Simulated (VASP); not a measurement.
A run of VASP 6.6.1 is set up as follows.

File run.py:

```python
from ase.calculators.vasp import Vasp
from ase.dft.bandgap import bandgap
from ase.io import read

atoms = read('POSCAR')
calc = Vasp(
    directory='calc',
    xc='optpbe-vdw',
    pp='PBE',
    setups={'base': 'minimal', 'Ta': '_pv', 'N': '_h'},
    prec='Accurate',
    encut=900,
    ediff=1e-06,
    ismear=0,
    sigma=0.05,
    lreal=False,
    lasph=True,
    nelm=100,
    algo='Fast',
    isif=2,
    lwave=False,
    lcharg=True,
    lmaxmix=4,
    kpts=[6, 6, 9],
    gamma=True,
)
atoms.calc = calc

print('energy (eV):', atoms.get_potential_energy())
print('free energy (eV):', atoms.get_potential_energy(force_consistent=True))
efermi = calc.get_fermi_level()
print('Fermi level (eV):', efermi)
path = atoms.cell.bandpath(npoints=40, eps=1e-4)
print('path:', path.path)
calc.set(kpts=path.kpts, reciprocal=True, icharg=11, isym=0, lcharg=False)
calc.calculate(atoms)
print('gap on the path (eV):', bandgap(calc, efermi=efermi)[0])
print('direct gap on the path (eV):', bandgap(calc, efermi=efermi, direct=True)[0])
```

POSCAR

```
TaN
1.0
    5.1960000000      0.0000000000      0.0000000000
   -2.5980000000      4.4998679981      0.0000000000
    0.0000000000      0.0000000000      2.9110000000
Ta N
3 3
Direct
    0.0045400000     -0.0067860000      0.0008540000
    0.6575360000      0.3331150000      0.4950420000
    0.3466800000      0.6746050000      0.4930330000
    0.0059130000      0.3934290000      0.0172970000
    0.6107830000      0.6134900000     -0.0239820000
    0.4034880000      0.0027980000      0.0016810000
```

Potentials or basis: VASP PAW PBE potentials, release 64 (Ta_pv, N_h).

Run with:

```console
$ python run.py
```

Question: Estimate the band gap along the path.

Answer: None (metal or under the smearing width).

Levels at the corners of the path, in eV from the Fermi level:
| point | band 22 | band 23 | band 24 | band 25 | band 26 | band 27 |
| --- | --- | --- | --- | --- | --- | --- |
| Γ | -3.24 | -1.85 | -0.99 | -0.77 | 0.57 | 0.73 |
| M | -3.81 | -3.02 | -2.38 | 1.44 | 1.74 | 1.93 |
| K | -3.67 | -2.68 | -2.31 | 1.21 | 1.46 | 2.00 |
| Γ | -3.24 | -1.85 | -0.99 | -0.77 | 0.57 | 0.73 |
| A | -2.84 | -2.73 | 1.77 | 1.95 | 2.05 | 2.09 |
| L | -3.12 | -1.85 | -1.08 | 0.14 | 1.48 | 3.00 |
| H | -2.64 | -2.34 | -1.63 | 2.25 | 2.52 | 2.65 |
| A | -2.84 | -2.73 | 1.77 | 1.95 | 2.05 | 2.09 |
| L | -3.12 | -1.85 | -1.08 | 0.14 | 1.48 | 2.98 |
| M | -3.81 | -3.02 | -2.38 | 1.43 | 1.74 | 1.90 |
| K | -3.67 | -2.68 | -2.31 | 1.21 | 1.46 | 1.99 |
| H | -2.64 | -2.34 | -1.63 | 2.24 | 2.52 | 2.66 |

Caveat: the log is that of the step along the path at fixed density, whose energy, stress, charges and moments have no meaning; spin-orbit coupling is left out, which moves the levels of the heavy elements.
